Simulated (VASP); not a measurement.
# Sb (R-3m) in VASP: notebook

One crystal, Sb, is run at these levels: PBE, LDA; tasks: relaxation of cell and atoms.

Program: VASP 6.6.1. These are calculated values, not measurements. Logs are shortened: lines on timing, memory, paths and dates and some standing lists are left out, and cuts for length are marked.

### 1 Starting point

Symmetry: R-3m, No. 166, trigonal system. The conventional cell has a = 4.375 Å, b = 4.375 Å, c = 11.501 Å, α = 90.00°, β = 90.00°, γ = 120.00°. Around Sb (site symmetry 3m) lie 3 Sb at 2.95 Å.

### 2 Relaxation of cell and atoms, PBE

INCAR reads:

```
SYSTEM = Sb
ALGO = Normal
EDIFF = 1E-7
EDIFFG = -0.005
ENCUT = 600
GGA = PE
IBRION = 2
ISIF = 3
ISMEAR = 1
LASPH = .TRUE.
LCHARG = .FALSE.
LREAL = .FALSE.
LWAVE = .FALSE.
NELM = 80
NSW = 90
PREC = Accurate
SIGMA = 0.1
```

KPOINTS reads:

```
k-points
0
G
  12 12 10
  0 0 0
```

POSCAR reads:

```
Sb                                      
1.0
    2.1873236688      1.2628519091      3.8335300450
   -2.1873236688      1.2628519091      3.8335300450
    0.0000000000     -2.5257038182      3.8335300450
  Sb            
     2
Direct
     0.2332985895997322    0.2332985895997322    0.2332985895997322
     0.7667014104002678    0.7667014104002678    0.7667014104002678
```

Potentials or basis: VASP PAW PBE potentials, release 64 (Sb).

Started as:

```bash
> cat potpaw_PBE.64/Sb/POTCAR > POTCAR
> mpirun -np 1 vasp_std > vasp.out
```

OUTCAR:

```text
SYSTEM = Sb
   EDIFF = 1E-7
   EDIFFG = -0.005
   ENCUT = 600
   GGA = PE
   IBRION = 2
   ISIF = 3
   ISMEAR = 1
   LASPH = .TRUE.
   LREAL = .FALSE.
   NELM = 80
   NSW = 90
   PREC = Accurate

 ion  position               nearest neighbor table
   1  0.233  0.233  0.233-   2 2.95   2 2.95   2 2.95   2 3.42   2 3.42   2 3.42
   2  0.767  0.767  0.767-   1 2.95   1 2.95   1 2.95   1 3.42   1 3.42   1 3.42

  LATTYP: Found a trigonal (rhomboedric) cell.
 ALAT       =     4.5907659908
 COS(alpha) =     0.5459687042

  Lattice vectors:

 A1 = (   2.1873236688,   1.2628519091,   3.8335300450)
 A2 = (  -2.1873236688,   1.2628519091,   3.8335300450)
 A3 = (   0.0000000000,  -2.5257038182,   3.8335300450)

Analysis of symmetry for initial positions (statically):
=====================================================================
 Subroutine PRICEL returns:
 Original cell was already a primitive cell.

 Routine SETGRP: Setting up the symmetry group for a
 trigonal (rhombohedral) supercell.

 Subroutine GETGRP returns: Found 12 space group operations
 (whereof 12 operations were pure point group operations)
 out of a pool of 12 trial point group operations.

The static configuration has the point symmetry D_3d.

Analysis of symmetry for dynamics (positions and initial velocities):
=====================================================================
 Subroutine PRICEL returns:
 Original cell was already a primitive cell.

 Routine SETGRP: Setting up the symmetry group for a
 trigonal (rhombohedral) supercell.

 Subroutine GETGRP returns: Found 12 space group operations
 (whereof 12 operations were pure point group operations)
 out of a pool of 12 trial point group operations.

The dynamic configuration has the point symmetry D_3d.

 Subroutine INISYM returns: Found 12 space group operations
 (whereof 12 operations are pure point group operations),
 and found     1 'primitive' translations

----------------------------------------------------------------------------------------

                                     Primitive cell

  volume of cell :      63.5354

  direct lattice vectors                    reciprocal lattice vectors
     2.187323669  1.262851909  3.833530045     0.228589855  0.131976414  0.086952060
    -2.187323669  1.262851909  3.833530045    -0.228589855  0.131976414  0.086952060
     0.000000000 -2.525703818  3.833530045     0.000000000 -0.263952828  0.086952060

  length of vectors
     4.590765991  4.590765991  4.590765991     0.277906021  0.277906021  0.277906021

  position of ions in fractional coordinates (direct lattice)
     0.233298590  0.233298590  0.233298590
     0.766701410  0.766701410  0.766701410

  ion indices of the primitive-cell ions
   primitive index   ion index
                 1           1
                 2           2

----------------------------------------------------------------------------------------

 KPOINTS: k-points

Automatic generation of k-mesh.
 Grid dimensions read from file:
 generate k-points for:   12   12   10

 Generating k-lattice:

  Cartesian coordinates                     Fractional coordinates (reciprocal lattice)
     0.019049155  0.010998035  0.007246005     0.083333333  0.000000000  0.000000000
    -0.019049155  0.010998035  0.007246005     0.000000000  0.083333333  0.000000000
     0.000000000 -0.026395283  0.008695206     0.000000000  0.000000000  0.100000000

  Length of vectors
     0.023158835  0.023158835  0.027790602

  Shift w.r.t. Gamma in fractional coordinates (k-lattice)
     0.000000000  0.000000000  0.000000000

 -----------------------------------------------------------------------------
|                                                                             |
|           W    W    AA    RRRRR   N    N  II  N    N   GGGG   !!!           |
|           W    W   A  A   R    R  NN   N  II  NN   N  G    G  !!!           |
|           W    W  A    A  R    R  N N  N  II  N N  N  G       !!!           |
|           W WW W  AAAAAA  RRRRR   N  N N  II  N  N N  G  GGG   !            |
|           WW  WW  A    A  R   R   N   NN  II  N   NN  G    G                |
|           W    W  A    A  R    R  N    N  II  N    N   GGGG   !!!           |
|                                                                             |
|     Your reciprocal lattice and k-lattice belong to different lattice       |
|     classes:                                                                |
|                                                                             |
|        The reciprocal lattice is rhombohedral (trigonal),                   |
|        whereas your k-lattice is base-centered monoclinic.                  |
|                                                                             |
|     Results are often still useful ...                                      |
|                                                                             |
 -----------------------------------------------------------------------------

 WARNING: IBZKPT: internal override: KBLOWUP is changed to .FALSE.
      ... skipping the blow-up phase ...

 Subroutine IBZKPT returns following result:
 ===========================================

 Found    391 irreducible k-points:

 Following reciprocal coordinates:
            Coordinates               Weight
  0.000000  0.000000  0.000000      1.000000
  0.083333 -0.000000 -0.000000      4.000000
  0.166667 -0.000000 -0.000000      4.000000
  0.250000 -0.000000  0.000000      4.000000
  0.333333 -0.000000 -0.000000      4.000000
  0.416667 -0.000000 -0.000000      4.000000
[... 16 lines left out ...]
  0.500000  0.166667 -0.000000      8.000000
 -0.416667  0.166667  0.000000      4.000000
 [... further k-points ...]
   k-points           NKPTS =    391   k-points in BZ     NKDIM =    391   number of bands    NBANDS=      9
   number of dos      NEDOS =    301   number of ions     NIONS =      2
   total plane-waves  NPLWV =  64000
   dimension x,y,z NGX =    40 NGY =   40 NGZ =   40
   dimension x,y,z NGXF=    80 NGYF=   80 NGZF=   80
   ions per type =               2
   NGX,Y,Z   is equivalent  to a cutoff of  14.49, 14.49, 14.49 a.u.
   NGXF,Y,Z  is equivalent  to a cutoff of  28.97, 28.97, 28.97 a.u.
 SYSTEM =  Sb
   PREC   = accura    normal or accurate (medium, high low for compatibility)
   ISTART =      0    job   : 0-new  1-cont  2-samecut
   ICHARG =      2    charge: 1-file 2-atom 10-const
   ISPIN  =      1    spin polarized calculation?
   LNONCOLLINEAR =      F non collinear calculations
   LSORBIT =      F    spin-orbit coupling
   LASPH  =      T    aspherical Exc in radial PAW
   ENCUT  =  600.0 eV  44.10 Ry    6.64 a.u.   9.17  9.17  9.17*2*pi/ulx,y,z
   NELM   =     80;   NELMIN=  2; NELMDL= -5     # of ELM steps
   EDIFF  = 0.1E-06   stopping-criterion for ELM
   LREAL  =      F    real-space projection
   EDIFFG = -.5E-02   stopping-criterion for IOM
   NSW    =     90    number of steps for IOM
   IBRION =      2    ionic relax: 0-MD 1-quasi-New 2-CG
   NFREE  =      1    steps in history (QN), initial steepest desc. (CG)
   ISIF   =      3    stress and relaxation
   ISYM   =      2    0-nonsym 1-usesym 2-fastsym
   POTIM  = 0.5000    time-step for ionic-motion
   TEBEG  =    0.0;   TEEND  =   0.0 temperature during run
   PSTRESS=    0.0 pullay stress
   NELECT =      10.0000    total number of electrons
   NUPDOWN=      -1.0000    fix difference up-down
   EMIN   =  10.00;   EMAX   =-10.00  energy-range for DOS
   EFERMI =   0.00;   METHOD = LEGACY
   ISMEAR =     1;   SIGMA  =   0.10  broadening in eV -4-tet -1-fermi 0-gaus
   EFERMI_NEDOS =   21; number of points for ismear=-14 and -15
   IALGO  =     38    algorithm
   IMIX   =      4    mixing-type and parameters
     AMIX     =   0.40;   BMIX     =  1.00
     AMIX_MAG =   1.60;   BMIX_MAG =  1.00
  volume/ion in A,a.u.               =      31.77       214.38
  Fermi-wavevector in a.u.,A,eV,Ry     =   0.883900  1.670328 10.629941  0.781279
  Thomas-Fermi vector in A             =   2.004728
   LORBIT       =      0    0 simple, 1 ext, 2 COOP (PROOUT), +10 PAW based schemes
   GGA     = PE    functional components
   LHFCALC =     F    Hartree Fock is set to
   AEXX    =    0.0000 exact exchange contribution
   IVDW    =     0    specifies the selected vdW correction
   LEPSILON=     F    determine dielectric tensor
   LRPA    =     F    only Hartree local field effects (RPA)
 conjugate gradient relaxation of ions
 non-spin polarized calculation
 Methfessel and Paxton  Order N= 1 SIGMA  =   0.10
  energy-cutoff  :      600.00
  volume of cell :       63.54
 maximum number of plane-waves:      2140
 NGX is ok and might be reduce to    40
   NGX = 19   NGY = 19   NGZ = 19

 number of electron      10.0000000 magnetization

 Free energy of the ion-electron system (eV)
  ---------------------------------------------------
  ext. energy  EPLUGINS =         0.00000000
  ---------------------------------------------------
  free energy    TOTEN  =        -8.27234566 eV

  energy without entropy =       -8.27236079  energy(sigma->0) =       -8.27235071

 E-fermi :   6.6536     XC(G=0):  -9.3126

 val. band max:        6.6134367507   @ k =   0.2500   0.2500   0.4000
 cond. band min:       6.6561146061   @ k =   0.3333   0.1667   0.2000
 fundamental gap:      0.0426778555
 Fermi energy:         6.6535919930

 k-point     1 :       0.0000    0.0000    0.0000
  band No.  band energies     occupation
      1      -5.6782      2.00000
      2       1.6124      2.00000
      3       4.7063      2.00000
      4       4.9711      2.00000
      5       4.9711      2.00000
      6       8.6747      0.00000
      7       9.2667      0.00000
      8       9.2667      0.00000
      9      11.8186      0.00000

 k-point     2 :       0.0833   -0.0000   -0.0000
  band No.  band energies     occupation
      1      -5.6053      2.00000
      2       1.3212      2.00000
      3       4.7388      2.00000
      4       4.9521      2.00000
      5       5.0555      2.00000
      6       8.6495     -0.00000
      7       9.0580      0.00000
      8       9.0980      0.00000
      9      11.4790      0.00000

 k-point     3 :       0.1667   -0.0000   -0.0000
  band No.  band energies     occupation
      1      -5.3878      2.00000
      2       0.6040      2.00000
      3       4.7486      2.00000
      4       4.9064      2.00000
      5       5.2946      2.00000
      6       8.3930     -0.00000
      7       8.5927     -0.00000
      8       8.6609      0.00000
      9      11.2783      0.00000

 k-point     4 :       0.2500   -0.0000    0.0000
  band No.  band energies     occupation
      1      -5.0291      2.00000
      2      -0.3054      2.00000
      3       4.7585      2.00000
      4       4.8586      2.00000
      5       5.5608      2.00000
      6       7.8679     -0.00000
      7       8.0273     -0.00000
      8       8.1341     -0.00000
      9      11.6158      0.00000
[... 205 lines left out ...]
 k-point    22 :       0.4167    0.1667   -0.0000
  band No.  band energies     occupation
      1      -4.1738      2.00000
      2      -1.4832      2.00000
      3       3.5299      2.00000
      4       4.0368      2.00000
      5       4.8799      2.00000
      6       8.4491     -0.00000
      7       8.6218     -0.00000
      8       9.1273      0.00000
      9      11.2005      0.00000

 k-point    23 :       0.5000    0.1667   -0.0000
  band No.  band energies     occupation
      1      -3.5781      2.00000
      2      -2.2812      2.00000
      3       3.3023      2.00000
      4       4.1933      2.00000
      5       4.8782      2.00000
      6       8.0806     -0.00000
      7       8.2161     -0.00000
      8       9.3159      0.00000
      9      12.2241      0.00000

 k-point    24 :      -0.4167    0.1667    0.0000
  band No.  band energies     occupation
      1      -3.3101      2.00000
      2      -2.6031      2.00000
      3       3.1385      2.00000
      4       4.5079      2.00000
      5       5.0512      2.00000
      6       7.5995     -0.00000
      7       7.8595     -0.00000
      8       9.6164      0.00000
      9      13.1359      0.00000

 [... further k-points ...]

------------------------ aborting loop because EDIFF is reached ----------------------------------------

  FORCE on cell =-STRESS in cart. coord.  units (eV):
  Direction    XX          YY          ZZ          XY          YZ          ZX
  --------------------------------------------------------------------------------------
  -------------------------------------------------------------------------------------
  Total        0.0095881      0.0095881      0.0058299      0.0000000     -0.0000000      0.0000000
  in kB        0.2417841      0.2417841      0.1470134      0.0000000     -0.0000000      0.0000000
  external PRESSURE =       0.2101939 kB  Pullay stress =       0.0000000 kB

 VOLUME and BASIS-vectors are now :
 -----------------------------------------------------------------------------
  energy-cutoff  :      600.00
  volume of cell :       63.54
      direct lattice vectors                 reciprocal lattice vectors
     2.187323669  1.262851909  3.833530045     0.228589855  0.131976414  0.086952060
    -2.187323669  1.262851909  3.833530045    -0.228589855  0.131976414  0.086952060
     0.000000000 -2.525703818  3.833530045     0.000000000 -0.263952828  0.086952060

 POSITION                                       TOTAL-FORCE (eV/Angst)
 -----------------------------------------------------------------------------------
      0.00000      0.00000      2.68307         0.000000      0.000000     -0.002173
      0.00000      0.00000      8.81752         0.000000     -0.000000      0.002173
 -----------------------------------------------------------------------------------
    total drift:                                0.000000      0.000000     -0.000000

  FREE ENERGIE OF THE ION-ELECTRON SYSTEM (eV)
  ---------------------------------------------------
  free  energy   TOTEN  =        -8.2723456629 eV

  energy  without entropy=       -8.2723607920  energy(sigma->0) =       -8.27235071

 reached required accuracy - stopping structural energy minimisation
```

It took 2.4 min on 1 thread of Intel Xeon 6975P-C (Granite Rapids), shared host; peak memory 0.43 GiB.

Results:

* Free energy: -8.2723 eV
* Pressure after relaxing: 0.0 GPa
* Band gap on the k mesh: none (metal or under the smearing width)

Forces on the atoms (eV/Å):
```
Sb   0.000  0.000 -0.002
Sb   0.000  0.000  0.002
```

Final structure:
```yaml
crystal:
  lattice:
    - [2.18732, 1.26285, 3.83353]
    - [-2.18732, 1.26285, 3.83353]
    - [0.00000, -2.52570, 3.83353]
  atoms:
    - { symbol: Sb, position: [0.23330, 0.23330, 0.23330] }
    - { symbol: Sb, position: [0.76670, 0.76670, 0.76670] }
```

Caveat: the relaxation stopped at its first step, so nothing moved.

(Part 1 of 2 ends here.)
